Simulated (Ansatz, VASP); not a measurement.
## One calculation of W, two programs

```xyz
1
Lattice="-1.5772 1.5772 1.5772 1.5772 -1.5772 1.5772 1.5772 1.5772 -1.5772" Properties=species:S:1:pos:R:3 pbc="T T T"
W     0.0000    0.0000    0.0000
```

Alike in both runs: functional PBEsol; k mesh 18 × 18 × 18; occupations gaussian, width 0.1 eV; no spin polarisation.

Ansatz relaxed the structure, and its values are those at the end. VASP's run is a single point on that final structure, the one shown.

|  | VASP | Ansatz |
| --- | --- | --- |
| version | VASP 6.6.1 | Ansatz 0.2.0 |
| potentials or method | VASP PAW PBE potentials, release 64 (W_sv) | scalar-relativistic, plane waves, PAW |
| plane-wave cutoff (eV) | 520 | 420 |
| valence electrons in the cell | 14 | 14 |

```csv
,VASP,Ansatz,Ansatz less VASP
gap on the k mesh at the Fermi level (eV),none,none,-
pressure (GPa),0.7,0.0,-0.66
```

A gap of «none» marks a metal or a gap that the smearing closes. The functional is the same, so the differences come from potentials, cutoffs and numerics.

Caveats: the PAW data sets were made with another functional, which shifts forces and pressure a little (VASP). The runs have no spin-orbit coupling, so splittings on W are missing.
